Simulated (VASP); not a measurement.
# SiGe3 (I-42d) in VASP: relaxation of cell and atoms with PBE

Aim: the relaxation of cell and atoms of SiGe3 with PBE.

Everything below comes from runs of VASP 6.6.1. Logs are shortened: lines on timing, memory, paths and dates and some standing lists are left out, and cuts for length are marked.

## (1) Starting point

It takes space group I-42d (No. 122, tetragonal). The conventional cell has a = 5.670 Å, b = 5.670 Å, c = 11.334 Å, α = 90.00°, β = 90.00°, γ = 90.00°. Around Si (site symmetry -4) lie 4 Ge at 2.43 Å. Around Ge (site symmetry 2) lie 2 Si at 2.43 Å and 2 Ge at 2.48 Å. Ge (site symmetry -4) is surrounded by 4 Ge at 2.48 Å.

The cell was built by a generator and needn't be a form met in nature.

## (2) Relaxation of cell and atoms, PBE

The input, INCAR:

```
SYSTEM = SiGe3
  ALGO = Normal
  EDIFF = 1E-6
  EDIFFG = -0.01
  ENCUT = 520
  GGA = PE
  IBRION = 2
  ISIF = 3
  ISMEAR = 0
  KPAR = 4
  LASPH = .TRUE.
  LCHARG = .FALSE.
  LREAL = .FALSE.
  LWAVE = .FALSE.
  NELM = 120
  NSW = 90
  PREC = Accurate
  SIGMA = 0.1
```

The input, KPOINTS:

```
k-points
0
G
  8 8 8
  0 0 0
```

The input, POSCAR:

```
SiGe3
1.0
   -2.8350000000      2.8350000000      5.6670000000
    2.8350000000     -2.8350000000      5.6670000000
    2.8350000000      2.8350000000     -5.6670000000
Si Ge
2 6
Direct
    0.0000000000      0.0000000000      0.0000000000
    0.7500000000      0.2500000000      0.5000000000
    0.6323192200      0.6250000000      0.5073192200
    0.5000000000      0.5000000000      0.0000000000
    0.1176807800      0.1250000000      0.4926807800
    0.3750000000      0.8823192200      0.0073192200
    0.8750000000      0.3676807800      0.9926807800
    0.2500000000      0.7500000000      0.5000000000
```

Potentials or basis: VASP PAW PBE potentials, release 64 (Si, Ge_d).

Launch:

```console
cat potpaw_PBE.64/Si/POTCAR potpaw_PBE.64/Ge_d/POTCAR > POTCAR
mpirun -np 4 vasp_std > vasp.out
```

OUTCAR:

```text
SYSTEM = SiGe3
   EDIFF = 1E-6
   EDIFFG = -0.01
   ENCUT = 520
   GGA = PE
   IBRION = 2
   ISIF = 3
   ISMEAR = 0
   LASPH = .TRUE.
   LREAL = .FALSE.
   NELM = 120
   NSW = 90
   PREC = Accurate

 ion  position               nearest neighbor table
   1  0.000  0.000  0.000-   6 2.43   5 2.43   3 2.43   7 2.43
   2  0.750  0.250  0.500-   3 2.43   5 2.43   6 2.43   7 2.43
   3  0.632  0.625  0.507-   2 2.43   1 2.43   4 2.48   8 2.48
   4  0.500  0.500  0.000-   3 2.48   7 2.48   6 2.48   5 2.48
   5  0.118  0.125  0.493-   1 2.43   2 2.43   8 2.48   4 2.48
   6  0.375  0.882  0.007-   1 2.43   2 2.43   8 2.48   4 2.48
   7  0.875  0.368  0.993-   1 2.43   2 2.43   4 2.48   8 2.48
   8  0.250  0.750  0.500-   6 2.48   5 2.48   3 2.48   7 2.48

  LATTYP: Found a body centered tetragonal cell.
 ALAT       =     5.6700000000
 C/A-ratio  =     1.9989417989

  Lattice vectors:

 A1 = (  -2.8350000000,   2.8350000000,   5.6670000000)
 A2 = (   2.8350000000,  -2.8350000000,   5.6670000000)
 A3 = (   2.8350000000,   2.8350000000,  -5.6670000000)

Analysis of symmetry for initial positions (statically):
=====================================================================
 Subroutine PRICEL returns:
 Original cell was already a primitive cell.

 Routine SETGRP: Setting up the symmetry group for a
 body centered tetragonal supercell.

 Subroutine GETGRP returns: Found  8 space group operations
 (whereof  4 operations were pure point group operations)
 out of a pool of 16 trial point group operations.

The static configuration has the point symmetry S_4 .
 The point group associated with its full space group is D_2d.

Analysis of symmetry for dynamics (positions and initial velocities):
=====================================================================
 Subroutine PRICEL returns:
 Original cell was already a primitive cell.

 Routine SETGRP: Setting up the symmetry group for a
 body centered tetragonal supercell.

 Subroutine GETGRP returns: Found  8 space group operations
 (whereof  4 operations were pure point group operations)
 out of a pool of 16 trial point group operations.

The dynamic configuration has the point symmetry S_4 .
 The point group associated with its full space group is D_2d.

 Subroutine INISYM returns: Found  8 space group operations
 (whereof  4 operations are pure point group operations),
 and found     1 'primitive' translations

----------------------------------------------------------------------------------------

                                     Primitive cell

  volume of cell :     182.1878

  direct lattice vectors                    reciprocal lattice vectors
    -2.835000000  2.835000000  5.667000000     0.000000000  0.176366843  0.088230104
     2.835000000 -2.835000000  5.667000000     0.176366843  0.000000000  0.088230104
     2.835000000  2.835000000 -5.667000000     0.176366843  0.176366843  0.000000000

  length of vectors
     6.941854147  6.941854147  6.941854147     0.197205007  0.197205007  0.249420381

  position of ions in fractional coordinates (direct lattice)
     0.000000000  0.000000000  0.000000000
     0.750000000  0.250000000  0.500000000
     0.632319220  0.625000000  0.507319220
     0.500000000  0.500000000  0.000000000
     0.117680780  0.125000000  0.492680780
     0.375000000  0.882319220  0.007319220
     0.875000000  0.367680780  0.992680780
     0.250000000  0.750000000  0.500000000

  ion indices of the primitive-cell ions
   primitive index   ion index
                 1           1
                 2           2
                 3           3
                 4           4
                 5           5
                 6           6
                 7           7
                 8           8

----------------------------------------------------------------------------------------

 KPOINTS: k-points

Automatic generation of k-mesh.
 Grid dimensions read from file:
 generate k-points for:    8    8    8

 Generating k-lattice:

  Cartesian coordinates                     Fractional coordinates (reciprocal lattice)
     0.000000000  0.022045855  0.011028763     0.125000000  0.000000000  0.000000000
     0.022045855  0.000000000  0.011028763     0.000000000  0.125000000  0.000000000
     0.022045855  0.022045855  0.000000000     0.000000000  0.000000000  0.125000000

  Length of vectors
     0.024650626  0.024650626  0.031177548

  Shift w.r.t. Gamma in fractional coordinates (k-lattice)
     0.000000000  0.000000000  0.000000000

 Subroutine IBZKPT returns following result:
 ===========================================

 Found     59 irreducible k-points:

 Following reciprocal coordinates:
            Coordinates               Weight
  0.000000  0.000000  0.000000      1.000000
  0.125000  0.000000 -0.000000      8.000000
  0.250000  0.000000 -0.000000      8.000000
  0.375000 -0.000000  0.000000      8.000000
  0.500000  0.000000 -0.000000      4.000000
  0.125000  0.125000 -0.000000      8.000000
[... 16 lines left out ...]
  0.250000  0.125000  0.125000     16.000000
  0.375000  0.125000  0.125000      8.000000
 [... further k-points ...]
   k-points           NKPTS =     59   k-points in BZ     NKDIM =     59   number of bands    NBANDS=     55
   number of dos      NEDOS =    301   number of ions     NIONS =      8
   total plane-waves  NPLWV = 157464
   dimension x,y,z NGX =    54 NGY =   54 NGZ =   54
   dimension x,y,z NGXF=   108 NGYF=  108 NGZF=  108
   ions per type =               2   6
   NGX,Y,Z   is equivalent  to a cutoff of  12.93, 12.93, 12.93 a.u.
   NGXF,Y,Z  is equivalent  to a cutoff of  25.86, 25.86, 25.86 a.u.
 SYSTEM =  SiGe3
   PREC   = accura    normal or accurate (medium, high low for compatibility)
   ISTART =      0    job   : 0-new  1-cont  2-samecut
   ICHARG =      2    charge: 1-file 2-atom 10-const
   ISPIN  =      1    spin polarized calculation?
   LNONCOLLINEAR =      F non collinear calculations
   LSORBIT =      F    spin-orbit coupling
   LASPH  =      T    aspherical Exc in radial PAW
   ENCUT  =  520.0 eV  38.22 Ry    6.18 a.u.  12.91 12.91 12.91*2*pi/ulx,y,z
   NELM   =    120;   NELMIN=  2; NELMDL= -5     # of ELM steps
   EDIFF  = 0.1E-05   stopping-criterion for ELM
   LREAL  =      F    real-space projection
   EDIFFG = -.1E-01   stopping-criterion for IOM
   NSW    =     90    number of steps for IOM
   IBRION =      2    ionic relax: 0-MD 1-quasi-New 2-CG
   NFREE  =      1    steps in history (QN), initial steepest desc. (CG)
   ISIF   =      3    stress and relaxation
   ISYM   =      2    0-nonsym 1-usesym 2-fastsym
   POTIM  = 0.5000    time-step for ionic-motion
   TEBEG  =    0.0;   TEEND  =   0.0 temperature during run
   PSTRESS=    0.0 pullay stress
   NELECT =      92.0000    total number of electrons
   NUPDOWN=      -1.0000    fix difference up-down
   EMIN   =  10.00;   EMAX   =-10.00  energy-range for DOS
   EFERMI =   0.00;   METHOD = LEGACY
   ISMEAR =     0;   SIGMA  =   0.10  broadening in eV -4-tet -1-fermi 0-gaus
   EFERMI_NEDOS =   21; number of points for ismear=-14 and -15
   IALGO  =     38    algorithm
   IMIX   =      4    mixing-type and parameters
     AMIX     =   0.40;   BMIX     =  1.00
     AMIX_MAG =   1.60;   BMIX_MAG =  1.00
  volume/ion in A,a.u.               =      22.77       153.68
  Fermi-wavevector in a.u.,A,eV,Ry     =   1.303660  2.463560 23.123500  1.699529
  Thomas-Fermi vector in A             =   2.434647
   LORBIT       =      0    0 simple, 1 ext, 2 COOP (PROOUT), +10 PAW based schemes
   GGA     = PE    functional components
   LHFCALC =     F    Hartree Fock is set to
   AEXX    =    0.0000 exact exchange contribution
   IVDW    =     0    specifies the selected vdW correction
   LEPSILON=     F    determine dielectric tensor
   LRPA    =     F    only Hartree local field effects (RPA)
 conjugate gradient relaxation of ions
 non-spin polarized calculation
 Gauss-broadening in eV      SIGMA  =   0.10
  energy-cutoff  :      520.00
  volume of cell :      182.19
 maximum number of plane-waves:      4954
 NGX is ok and might be reduce to    54
   NGX = 25   NGY = 25   NGZ = 25

--------------------------------------- Ionic step        1  -------------------------------------------

 number of electron      91.9999985 magnetization

 Free energy of the ion-electron system (eV)
  ---------------------------------------------------
  ext. energy  EPLUGINS =         0.00000000
  ---------------------------------------------------
  free energy    TOTEN  =       -37.84583988 eV

  energy without entropy =      -37.84582178  energy(sigma->0) =      -37.84583083

------------------------ aborting loop because EDIFF is reached ----------------------------------------

  FORCE on cell =-STRESS in cart. coord.  units (eV):
  Direction    XX          YY          ZZ          XY          YZ          ZX
  --------------------------------------------------------------------------------------
  -------------------------------------------------------------------------------------
  Total        0.2441951      0.2441951      0.2653493      0.0000000      0.0000000      0.0000000
  in kB        2.1474757      2.1474757      2.3335073      0.0000000      0.0000000      0.0000000
  external PRESSURE =       2.2094862 kB  Pullay stress =       0.0000000 kB
[... 107 lines left out ...]
  FREE ENERGIE OF THE ION-ELECTRON SYSTEM (eV)
  ---------------------------------------------------
  free  energy   TOTEN  =       -37.8471329653 eV

  energy  without entropy=      -37.8471008320  energy(sigma->0) =      -37.84711690

[... ionic steps 4 to 7 ...]

--------------------------------------- Ionic step        8  -------------------------------------------

 number of electron      91.9999974 magnetization

------------------------ aborting loop because EDIFF is reached ----------------------------------------
[... 79 lines left out ...]
--------------------------------------- Ionic step       10  -------------------------------------------

 number of electron      91.9999974 magnetization

 Free energy of the ion-electron system (eV)
  ---------------------------------------------------
  ext. energy  EPLUGINS =         0.00000000
  ---------------------------------------------------
  free energy    TOTEN  =       -37.84829957 eV

  energy without entropy =      -37.84827640  energy(sigma->0) =      -37.84828798

 E-fermi :   4.9833     XC(G=0):  -9.6386

 val. band max:        4.8020856994   @ k =   0.0000   0.0000   0.0000
 cond. band min:       5.1739300386   @ k =   0.5000   0.5000  -0.0000
 fundamental gap:      0.3718443392
 Fermi energy:         4.9833451337

 k-point     1 :       0.0000    0.0000    0.0000
  band No.  band energies     occupation
      1     -19.8572      2.00000
      2     -19.8572      2.00000
      3     -19.8502      2.00000
      4     -19.8335      2.00000
      5     -19.8036      2.00000
      6     -19.8036      2.00000
[... 1381 lines left out ...]
     54       8.2411      0.00000
     55       9.2801      0.00000

 [... further k-points ...]
[... 5 lines left out ...]
  --------------------------------------------------------------------------------------
  -------------------------------------------------------------------------------------
  Total        0.0428701      0.0428701      0.0469362      0.0000000     -0.0000000      0.0000000
  in kB        0.3758810      0.3758810      0.4115325      0.0000000     -0.0000000      0.0000000
  external PRESSURE =       0.3877648 kB  Pullay stress =       0.0000000 kB
[... 23 lines left out ...]
  FREE ENERGIE OF THE ION-ELECTRON SYSTEM (eV)
  ---------------------------------------------------
  free  energy   TOTEN  =       -37.8482995696 eV

  energy  without entropy=      -37.8482763995  energy(sigma->0) =      -37.84828798

 reached required accuracy - stopping structural energy minimisation
```

Wall time 18 min (4 MPI ranks of Intel Xeon 6975P-C (Granite Rapids), shared host); peak memory 0.71 GiB.

Results:

| Item | Value |
| --- | --- |
| Free energy | -37.8483 eV |
| Relaxed volume | 22.84 Å³/atom |
| Relaxed cell | a = 6.949 Å, b = 6.949 Å, c = 6.949 Å, α = 131.80°, β = 131.80°, γ = 70.54° |
| Space group after relaxing (to 0.05 Å) | I-42d (No. 122) |
| Energy gained by relaxing | 0.3 meV/atom |
| Ionic steps | 10 |
| Pressure after relaxing | 0.0 GPa |
| Largest force after relaxing | 0.005 eV/Å |
| Band gap on the k mesh | 0.37 eV, indirect (least direct gap 0.47 eV) |

Forces on the atoms (eV/Å):
```
Si   0.000  0.000  0.000
Si   0.000  0.000  0.000
Ge   0.000  0.005  0.000
Ge   0.000  0.000  0.000
Ge   0.000 -0.005  0.000
Ge   0.005  0.000  0.000
Ge  -0.005  0.000  0.000
Ge   0.000  0.000  0.000
```

Step by step:
```tsv
step	energy change (eV)	largest force (eV/Å)	pressure (GPa)	volume (Å³)
1	0.0000	0.1030	0.22	182.19
2	-0.0018	0.0520	-0.06	183.02
3	-0.0013	0.0077	-0.33	183.77
4	-0.0019	0.0396	-0.33	183.26
5	-0.0019	0.0485	-0.13	183.12
6	-0.0019	0.0425	-0.14	183.18
7	-0.0024	0.0100	-0.11	182.82
8	-0.0024	0.0149	0.02	182.54
9	-0.0024	0.0038	0.09	182.65
10	-0.0025	0.0045	0.04	182.73
```

Final structure:
```cif
data_structure
_symmetry_space_group_name_H-M 'P 1'
_symmetry_Int_Tables_number 1
_cell_length_a 6.9494
_cell_length_b 6.9494
_cell_length_c 6.9494
_cell_angle_alpha 131.801
_cell_angle_beta 131.801
_cell_angle_gamma 70.543
_cell_volume 182.73
loop_
_atom_site_label
_atom_site_type_symbol
_atom_site_fract_x
_atom_site_fract_y
_atom_site_fract_z
_atom_site_occupancy
Si1 Si 0.00000 0.00000 0.00000 1
Si2 Si 0.75000 0.25000 0.50000 1
Ge1 Ge 0.63406 0.62500 0.50906 1
Ge2 Ge 0.50000 0.50000 0.00000 1
Ge3 Ge 0.11594 0.12500 0.49094 1
Ge4 Ge 0.37500 0.88406 0.00906 1
Ge5 Ge 0.87500 0.36594 0.99094 1
Ge6 Ge 0.25000 0.75000 0.50000 1
```

A k mesh can miss the band edges.
